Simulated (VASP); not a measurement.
Crystal: AlN.

```
CELL_PARAMETERS angstrom
3.11300 0.00000 0.00000
-1.55650 2.69594 0.00000
0.00000 0.00000 4.98100
ATOMIC_POSITIONS crystal
Al 0.66667 0.33333 0.50000
Al 0.33333 0.66667 0.00000
N 0.66667 0.33333 0.88000
N 0.33333 0.66667 0.38000
```

Base run:

| Property | Result |
| --- | --- |
| Program | VASP 6.6.1 |
| Functional | PBE0 |
| Potentials or basis | VASP PAW PBE potentials, release 64 (Al, N) |
| Cutoff | 520 eV |
| k mesh | 6 × 6 × 4 |
| Occupations | gaussian, width 0.02 eV |
| Spin | no spin polarisation |

Its results: band gap on the k mesh 6.30 eV, direct; pressure -1.7 GPa; largest force 0.128 eV/Å.

The run is repeated on the same cell with these changes: functional from PBE0 to HSE03. What comes out?

Band gap on the k mesh 5.35 eV, direct; pressure -1.5 GPa; largest force 0.128 eV/Å.

Caveats: the PAW data sets were made with another functional, which shifts forces and pressure a little.
